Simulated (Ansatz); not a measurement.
# TiPt3 (Pm-3m) in Ansatz: further runs

The runs below take TiPt3 through band structure, with PBEsol.

Program: Ansatz 0.2.0. These are calculated values, not measurements. Logs are shortened: lines on timing, memory, paths and dates and some standing lists are left out, and cuts for length are marked.

### Step 1. The structure

It takes space group Pm-3m (No. 221, cubic). Conventional cell: a = 3.897 Å, b = 3.897 Å, c = 3.897 Å, α = 90.00°, β = 90.00°, γ = 90.00°. Around Pt (site symmetry 4/mmm) lie 8 Pt at 2.76 Å and 4 Ti at 2.76 Å. Ti (site symmetry m-3m) has 12 Pt at 2.76 Å as nearest neighbours.

### Step 2. Band structure, PBEsol

input.yaml reads:

```yaml
crystal:
  lattice:
    - [3.897, 0.0, 0.0]
    - [0.0, 3.897, 0.0]
    - [0.0, 0.0, 3.897]
  atoms:
    - { symbol: Pt, position: [0.5, 0.5, 0.0] }
    - { symbol: Pt, position: [0.5, 0.0, 0.5] }
    - { symbol: Pt, position: [0.0, 0.5, 0.5] }
    - { symbol: Ti, position: [0.0, 0.0, 0.0] }
kpoints:
  mp_grid: { grid: [5, 5, 5] }
  band_path:
    path:
      - [0.0, 0.0, 0.0]
      - [0.0, 0.5, 0.0]
      - [0.5, 0.5, 0.0]
      - [0.0, 0.0, 0.0]
      - [0.5, 0.5, 0.5]
      - [0.0, 0.5, 0.0]
    npoints: 10
scf:
  occupations: { method: fermi_dirac, width: 0.05 }
hamiltonian:
  xc: pbesol
  pseudopotentials: { kind: all_electron, lapw: { basis_error: 0.002 } }
output:
  forces: true
  stress: true
  eigenvalues: true
```

Potentials or basis: all-electron LAPW, scalar-relativistic.

Run with:

```
ansatz run input.yaml --threads 2 --pin off --max-ram 8192MiB --backend cpu --events-out ev --progress --plain --runs-dir out
```

Output:

```text
Warning: RAYON_NUM_THREADS=2 ignored (pool sized by the plan → 2); use --threads N
LAPW: plane waves up to 8.173 Å⁻¹, error target 2.0e-3 eV per atom; small_component_spin mean_spin; Ti in spheres of 1.378 Å, 12 of its electrons in bands, Dirac shells []; Pt in spheres of 1.378 Å, 42 of its electrons in bands, Dirac shells [] (how accurate: hamiltonian.pseudopotentials.lapw.basis_error, Limitations)
Engine: ansatz 0.2.0, aarch64-unknown-linux-gnu
Pseudopotentials: kind: all_electron
Pseudopotential: Pt, LAPW, valence charge 42, lapw/all_electron/scalar/gaussian/Pt, Koelling and Harmon's equation, gaussian nucleus
Pseudopotential: Ti, LAPW, valence charge 12, lapw/all_electron/scalar/gaussian/Ti, Koelling and Harmon's equation, gaussian nucleus
Functional definition: PBEsol
  exchange = pbesol_x
  correlation = pbesol_c
Crystal: 4 atoms, lattice volume = 59.182 Å³
Basis set: ecut = 254.4931526860945 eV, 515 PW (Γ), exchange–correlation at level 2
Bands: 83, of which v1, the nominal top of the filled ones, is band 69 counted from 1 (68 counted from 0)
Symmetry: 48 space group operations
Space group: Pm-3m (ITA 221), of the structure as read, at distance tolerance 3.9e-5 Å
k-points: 10 of 125
Non-local potential: Pt, projectors of the file, none
Non-local potential: Ti, projectors of the file, none
[... 29 lines left out ...]
Fermi energy:    26.775813 eV
--- Per-component energies (eV) ---
  E_band       = -10277.794730
  E_kinetic    = 1729468.821679
  E_xc         = -29783.888084
  E_electrostatic = -3225350.466971  (all electrons and nuclei)
  E_smearing   = -0.017667  (= −TS)
  E_closure    = 0.000000  (closes the sum)
  E_atoms      = -1525633.900241  (free atoms, spherical and without spin; not in F)
  Σ components = -1525665.551043   (vs F -1525665.551043, Δ=0.00e0)
  Basis errors (estimates in eV, not in F): energy 3.9e-4 per atom: plane waves 3.1e-4 (1.5e-4 summed), levels above the bands 1.4e-101, relativity 1.1e-7, radial functions 8.1e-5, core shells 1.3e-7; eigenvalues (radial functions only) 1.5e-6; not estimated: angular momenta, meshes, grids; target (lapw.basis_error) 2.0e-3; muffin-tin radii Ti 1.378 Å, Pt 1.378 Å
--- Forces (eV/Å), atoms counted from 1 ---
  atom   1  Pt     0.00000000    -0.00000000     0.00000000
  atom   2  Pt    -0.00000000     0.00000000    -0.00000000
  atom   3  Pt    -0.00000000     0.00000000    -0.00000000
  atom   4  Ti     0.00000000     0.00000000     0.00000000
  max |Σ_I F_I| component: 1.79e-29 eV/Å
--- Stress (GPa, compression-positive) ---
        0.411068       0.000000       0.000000
        0.000000       0.411068       0.000000
        0.000000       0.000000       0.411068
  P = ⅓ Tr σ = 0.4111 GPa (4.111 kbar)
--- Band table (eV; the first three rows and the last of 10) ---
  k-point 0: bands = ["-276.9486", "-276.9486", "-276.9486", "-276.9437", "-276.9437", "-276.9437", "-276.9328", "-276.9328", "-276.9328", "-276.9328", "-276.9328", "-276.9328", "-276.8874", "-276.8874", "-276.8874", "-72.3719", "-72.3354", "-72.3354", "-40.8984", "-40.8962", "-40.8962", "-40.8944", "-40.8944", "-40.8944", "-40.8941", "-40.8941", "-40.8941", "-40.8924", "-40.8924", "-40.8924", "-40.8617", "-40.8617", "-40.8617", "-40.8610", "-40.8610", "-40.8610", "-40.8443", "-40.8443", "-40.8443", "-31.1252", "-26.7142", "-26.7142", "-26.7142", "-26.5170", "-26.5170", "-26.5170", "-26.3670", "-26.3670", "-26.3670", "-7.4585", "-7.4585", "-7.4585", "16.4553", "19.2731", "19.6510", "19.6510", "19.9518", "19.9518", "19.9518", "23.1059", "23.1059", "23.1059", "25.0532", "25.0532", "26.2300", "26.7852", "26.7852", "26.7852", "28.1770", "28.1770", "28.2831", "28.2831", "28.2831", "28.8349", "28.8349", "28.8349", "35.1496", "35.1496", "37.7614", "37.7614", "37.7614", "38.2342", "38.2342"]
  k-point 1: bands = ["-276.9486", "-276.9486", "-276.9486", "-276.9437", "-276.9437", "-276.9437", "-276.9328", "-276.9328", "-276.9328", "-276.9328", "-276.9328", "-276.9328", "-276.8874", "-276.8874", "-276.8874", "-72.3688", "-72.3384", "-72.3353", "-40.8982", "-40.8964", "-40.8962", "-40.8943", "-40.8943", "-40.8942", "-40.8941", "-40.8941", "-40.8941", "-40.8926", "-40.8925", "-40.8925", "-40.8617", "-40.8617", "-40.8617", "-40.8611", "-40.8611", "-40.8611", "-40.8443", "-40.8443", "-40.8443", "-31.1261", "-26.6960", "-26.6960", "-26.6824", "-26.5225", "-26.5225", "-26.5183", "-26.4001", "-26.3800", "-26.3800", "-7.4696", "-7.4605", "-7.4605", "16.9787", "19.5942", "19.8299", "20.0855", "20.1407", "20.2798", "20.2798", "22.7983", "23.2471", "23.2471", "24.6052", "25.1065", "25.1663", "25.1663", "25.7481", "26.1608", "26.7865", "27.6505", "27.6505", "27.9475", "27.9922", "28.8223", "30.8299", "30.8299", "34.3839", "36.0581", "37.4652", "37.4652", "37.7600", "38.4068", "39.2167"]
  k-point 2: bands = ["-276.9486", "-276.9486", "-276.9486", "-276.9437", "-276.9437", "-276.9437", "-276.9328", "-276.9328", "-276.9328", "-276.9328", "-276.9328", "-276.9328", "-276.8874", "-276.8874", "-276.8874", "-72.3617", "-72.3455", "-72.3353", "-40.8978", "-40.8968", "-40.8962", "-40.8943", "-40.8943", "-40.8941", "-40.8938", "-40.8938", "-40.8937", "-40.8931", "-40.8928", "-40.8928", "-40.8617", "-40.8615", "-40.8615", "-40.8613", "-40.8613", "-40.8611", "-40.8443", "-40.8443", "-40.8443", "-31.1275", "-26.6582", "-26.6582", "-26.6010", "-26.5390", "-26.5390", "-26.5204", "-26.4837", "-26.4019", "-26.4019", "-7.4875", "-7.4639", "-7.4639", "18.2802", "19.9302", "20.3045", "20.5740", "21.0996", "21.2069", "21.2069", "22.1804", "22.8073", "22.8073", "23.4819", "23.8643", "24.0355", "24.0355", "24.4266", "25.3458", "26.7312", "26.7312", "26.7886", "27.3469", "27.5998", "28.8050", "33.5137", "33.5137", "33.6029", "35.8143", "35.9781", "35.9781", "37.6803", "38.7152", "41.9073"]
  k-point 9: bands = ["-276.9486", "-276.9486", "-276.9486", "-276.9437", "-276.9437", "-276.9437", "-276.9328", "-276.9328", "-276.9328", "-276.9328", "-276.9328", "-276.9328", "-276.8874", "-276.8874", "-276.8874", "-72.3498", "-72.3463", "-72.3463", "-40.8972", "-40.8970", "-40.8970", "-40.8945", "-40.8945", "-40.8941", "-40.8941", "-40.8941", "-40.8934", "-40.8934", "-40.8934", "-40.8909", "-40.8628", "-40.8628", "-40.8628", "-40.8600", "-40.8600", "-40.8600", "-40.8455", "-40.8437", "-40.8437", "-31.1240", "-26.7802", "-26.6783", "-26.6783", "-26.6775", "-26.4194", "-26.4194", "-26.4100", "-26.3776", "-26.3776", "-7.4747", "-7.4708", "-7.4708", "19.1960", "19.5571", "19.5571", "19.9130", "22.1135", "22.1135", "22.5131", "22.5901", "23.1831", "23.1831", "23.6319", "23.6319", "24.2750", "24.5774", "24.5774", "25.5557", "26.3172", "27.1197", "27.1197", "27.8997", "27.8997", "28.7785", "28.7785", "28.8960", "32.5540", "32.5540", "33.6862", "36.3995", "40.9821", "41.0901", "41.0901"]
```

bands.tsv:

```text
[... 63 lines left out ...]
```

Run time: 29 s. Hardware: 2 threads of Arm Neoverse V1, shared host; peak memory 0.42 GiB.

Results:

```yaml
Free_energy: -1525665.5510 eV
Pressure: 0.4 GPa
Band_gap_along_the_path: none (metal or under the smearing width)
```

Levels at the corners of the path, in eV from the Fermi level:
```csv
point,band 66,band 67,band 68,band 69,band 70,band 71,band 72,band 73
Γ,0.01,0.01,0.01,1.40,1.40,1.51,1.51,1.51
X,-2.72,-2.65,-1.41,-0.21,-0.21,0.01,0.45,0.77
M,-3.17,-2.51,-2.33,-2.32,0.21,0.21,0.36,1.46
Γ,0.01,0.01,0.01,1.40,1.40,1.51,1.51,1.51
R,-0.76,-0.76,-0.76,-0.48,-0.48,-0.48,1.20,1.20
X,-2.72,-2.65,-1.41,-0.21,-0.21,0.01,0.45,0.77
```

Caveat: the k mesh is thin for a metal, which can move the energy by tens of meV per atom; spin-orbit coupling is left out, which moves the levels of the heavy elements.

### Step 3. Band structure, PBEsol, spin-orbit coupling, no magnetisation

input.yaml, as its differences from that of step 2:

```diff
@@ -26,2 +26,5 @@
   pseudopotentials: { kind: all_electron, lapw: { basis_error: 0.002 } }
+magnetization:
+  noncollinear: true
+  spin_orbit: true
 output:
```

Potentials or basis: all-electron LAPW, relativistic spinors.

Run with:

```
ansatz run input.yaml --threads 2 --pin off --max-ram 8192MiB --backend cpu --events-out ev --progress --plain --runs-dir out
```

Run time: 4.9 min. Hardware: 2 threads of Arm Neoverse V1, shared host; peak memory 1.1 GiB.

The run converged. Its results:

- Free energy: -1528383.2645 eV
- Pressure: 0.0 GPa
- Band gap along the path: none (metal or under the smearing width)

Levels at the corners of the path, in eV from the Fermi level:
```tsv
point	band 134	band 135	band 136	band 137	band 138	band 139	band 140	band 141	band 142	band 143
Γ	0.06	0.06	0.06	1.00	1.00	1.00	1.00	1.49	1.49	1.49
X	-2.57	-1.28	-1.28	-0.23	-0.23	-0.19	-0.19	-0.01	-0.01	0.46
M	-2.46	-2.22	-2.22	-2.21	-2.21	0.17	0.17	0.27	0.27	0.38
Γ	0.06	0.06	0.06	1.00	1.00	1.00	1.00	1.49	1.49	1.49
R	-1.18	-0.79	-0.79	-0.32	-0.32	-0.32	-0.32	-0.32	-0.32	0.72
X	-2.57	-1.28	-1.28	-0.23	-0.23	-0.19	-0.19	-0.01	-0.01	0.46
```

Caveat: the k mesh is thin for a metal, which can move the energy by tens of meV per atom.
